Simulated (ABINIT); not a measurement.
# TiO2 (C2/c) in ABINIT: reference runs, part 2 of 2

ABINIT 10.8.3 (patched build).

## Step 3: Single point, PBE (atoms moved at random, drawn with an rms of 0.05 Å)

run.abi reads:

```
# Pseudopotentials
pp_dirpath "./"
pseudos "Ti.GGA_PBE-JTH.xml, O.GGA_PBE-JTH.xml"

# Structure
acell 3*1.0
rprim
     5.1136631439    -5.1148366638     0.0000000000
     5.1136631439     5.1148366638     0.0000000000
    -4.9766523307     0.0000000000     9.0643302492
ntypat 2
znucl 22 8
natom 6
typat 1 1 2 2 2 2
xcart
     1.3249240164    -3.7496509544     6.7773000197
     3.7875996836     3.6680181613     2.3882153481
     1.2885802016     1.2933938620     1.5165349653
     3.8853815197    -1.2319493292     7.5956912049
     6.4600821924     1.2043445557     3.1375907228
    -1.1303837308    -1.2607918931     6.0825644278
chkprim 0
chksymtnons 0
tolsym 1.0e-6

# Plane-wave basis
ecut 625.861884 eV
pawecutdg 45.0
pawxcdev 0

# k points
kptopt 1
ngkpt 8 8 6
nshiftk 1
shiftk 0.0 0.0 0.0

# Exchange and correlation
ixc 11

# Bands and occupations
nband 29
occopt 3
tsmear 0.00183747

# SCF cycle
nstep 100
tolvrs 1.0e-9

# Output
iomode 3
prtwf 0
prtden 0
prteig 0
prtebands 0
enunit 1
```

Potentials or basis: JTH PAW PBE v2.0.

The run is started by

```console
abinit run.abi > log 2>&1
```

run.abo:

```text
.Version 10.8.3 of ABINIT
 Symmetries : space group P1 (#  1); Bravais aP (primitive triclinic)
================================================================================
 Values of the parameters that define the memory need of the present run
     intxc =       0    ionmov =       0      iscf =      17    lmnmax =      18
     lnmax =       6     mgfft =      48  mpssoang =       3    mqgrid =    3001
     natom =       6  nloc_mem =       2    nspden =       1   nspinor =       1
    nsppol =       1      nsym =       1    n1xccc =       1    ntypat =       2
    occopt =       3   xclevel =       2
       mpw =        2512          nfft =       49152          nkpt =         196
 PAW method is used; the additional fine FFT grid is defined by:
   mgfftf=        64    nfftf =    129600
================================================================================
================================================================================

--------------------------------------------------------------------------------
------------- Echo of variables that govern the present computation ------------
--------------------------------------------------------------------------------
 -outvars: echo values of preprocessed input variables --------
            acell      1.0000000000E+00  1.0000000000E+00  1.0000000000E+00 Bohr
              amu      4.78800000E+01  1.59994000E+01
          chkprim           0
      chksymtnons           0
             ecut      2.30000000E+01 Hartree
           enunit           1
                       outvar_i_n : Printing only first  50 k-points.
              ixc          11
                       outvar_i_n : Printing only first  50 k-points.
         kptrlatt        8    0    0      0    8    0      0    0    6
          kptrlen      5.78611330E+01
            natom           6
            nband          29
            ngfft          32      32      48
          ngfftdg          45      45      64
             nkpt         196
            nstep         100
             nsym           1
           ntypat           2
                       prtocc : prtvol=0, do not print more k-points.
           occopt           3
        pawecutdg      4.50000000E+01 Hartree
         pawxcdev           0
           prtden           0
        prtebands           0
           prteig           0
[... 229 lines left out ...]
hartree             :  5.03265453708125E+01
xc                  : -1.83838570651052E+01
Ewald energy        : -1.20503642639193E+02
psp_core            :  7.02121660848923E+00
local_psp           : -1.50399761787055E+02
PAW spherical_terms :  3.94534904844769E+00
internal            : -1.82259505179240E+02
'-kT*entropy'       : -1.18720577605154E-12
total_energy        : -1.82259505179241E+02
total_energy_eV     : -4.95953379243371E+03
...

--- !EnergyTermsDC
iteration_state     : {dtset: 1, }
comment             : '"Double-counting" decomposition of free energy'
band_energy         : -2.42338786171388E+01
Ewald energy        : -1.20503642639193E+02
psp_core            :  7.02121660848923E+00
xc_dc               : -4.60148258785022E+01
PAW spherical_terms :  1.47162170965873E+00
internal            : -1.82259508816686E+02
'-kT*entropy'       : -1.18720577605154E-12
total_energy_dc     : -1.82259508816687E+02
total_energy_dc_eV  : -4.95953389141364E+03
...

--- !EnergyTermsWithPAWCore
iteration_state     : {dtset: 1, }
comment             : 'Components of total free energy, including PAW core contributions'
Total energy        : -2.00902800048722E+03
Total energy DC     : -2.00902800412466E+03
Total energy (eV)   : -5.46684369002486E+04
Total energy DC (eV): -5.46684369992285E+04
...

 Cartesian components of stress tensor (hartree/bohr^3)
  sigma(1 1)=  2.46058887E-05  sigma(3 2)=  1.24444825E-05
  sigma(2 2)=  2.22861129E-05  sigma(3 1)=  8.46188708E-06
  sigma(3 3)= -8.70091677E-05  sigma(2 1)=  1.25949899E-04

-Cartesian components of stress tensor (GPa)         [Pressure=  3.9343E-01 GPa]
- sigma(1 1)=  7.23930239E-01  sigma(3 2)=  3.66129317E-01
- sigma(2 2)=  6.55680080E-01  sigma(3 1)=  2.48957313E-01
- sigma(3 3)= -2.55989810E+00  sigma(2 1)=  3.70557396E+00

== END DATASET(S) ==============================================================
================================================================================

 -outvars: echo values of variables after computation  --------
            acell      1.0000000000E+00  1.0000000000E+00  1.0000000000E+00 Bohr
           etotal     -1.8225950882E+02
            fcart      3.8565322228E-03 -2.0229660487E-03  1.7273162938E-02
                       1.4567790680E-03  2.6005845819E-03 -1.8181106118E-02
                      -2.0075568036E-04 -6.4402410897E-03  7.5989413014E-03
                       5.5810848791E-03 -9.2161560608E-05  2.8900965526E-03
                      -4.6991850737E-03  3.7524289915E-03 -9.3276870831E-03
                      -5.9944554158E-03  2.2023551257E-03 -2.5340759008E-04
            rprim      5.1136631439E+00 -5.1148366638E+00  0.0000000000E+00
                       5.1136631439E+00  5.1148366638E+00  0.0000000000E+00
                      -4.9766523307E+00  0.0000000000E+00  9.0643302492E+00
           strten      2.4605888711E-05  2.2286112943E-05 -8.7009167744E-05
                       1.2444482544E-05  8.4618870807E-06  1.2594989887E-04
           xangst      7.0111959518E-01 -1.9842298326E+00  3.5863927194E+00
                       2.0043114352E+00  1.9410316188E+00  1.2637891361E+00
                       6.8188727664E-01  6.8443455603E-01  8.0251574263E-01
                       2.0560553545E+00 -6.5191950956E-01  4.0194666840E+00
                       3.4185282745E+00  6.3731169252E-01  1.6603415065E+00
                      -5.9817330951E-01 -6.6718233707E-01  3.2187544769E+00
             xred      8.5992200000E-01  1.2682900000E-01  7.4768900000E-01
                       1.3998199999E-01  8.5711500001E-01  2.6347400000E-01
                       8.0971000003E-02  3.3384200000E-01  1.6730800000E-01
                       9.0809300000E-01  6.6723500000E-01  8.3797600000E-01
                       6.8235500001E-01  9.1781600001E-01  3.4614700000E-01
                       3.3925500000E-01  9.2758000006E-02  6.7104400001E-01
 Calculation completed.
```

Run time: 14 min. Hardware: 1 thread of Arm Neoverse V2, shared host; peak memory 0.47 GiB.

What came out:

```
Free energy            : -4959.5339 eV
Pressure               : 0.4 GPa
Largest force          : 0.947 eV/Å
Band gap on the k mesh : 2.13 eV, indirect (least direct gap 2.42 eV)
```

Forces on the atoms (eV/Å):
```
Ti   0.198 -0.104  0.888
Ti   0.075  0.134 -0.935
O   -0.010 -0.331  0.391
O    0.287 -0.005  0.149
O   -0.242  0.193 -0.480
O   -0.308  0.113 -0.013
```

Stress tensor (GPa, compression positive):
```
-0.72 -3.71 -0.25
-3.71 -0.66 -0.37
-0.25 -0.37  2.56
```

Levels at points of the mesh, in eV from the valence-band top:
```tsv
k point	band 21	band 22	band 23	band 24	band 25	band 26	band 27	band 28
(0.00, 0.00, 0.00)	-0.77	-0.75	-0.58	-0.34	2.13	2.85	3.78	3.91
(0.50, 0.00, 0.00)	-1.82	-0.77	-0.74	-0.61	3.29	3.38	3.50	3.71
(0.00, 0.50, 0.00)	-1.70	-1.06	-0.88	-0.67	3.21	3.30	3.41	3.68
(0.50, 0.50, 0.00)	-1.98	-1.77	-0.12	0.00	3.19	3.32	3.49	3.96
(0.00, 0.00, 0.50)	-1.27	-1.16	-0.17	-0.11	2.39	2.55	3.62	3.84
(0.50, 0.00, 0.50)	-1.70	-0.75	-0.73	-0.63	3.12	3.41	3.61	3.70
(0.00, 0.50, 0.50)	-1.68	-1.06	-0.89	-0.59	2.98	3.41	3.53	3.64
(0.50, 0.50, 0.50)	-1.92	-1.86	-0.15	-0.02	3.20	3.35	3.63	3.83
```

Caveat: the atomic spheres overlap.
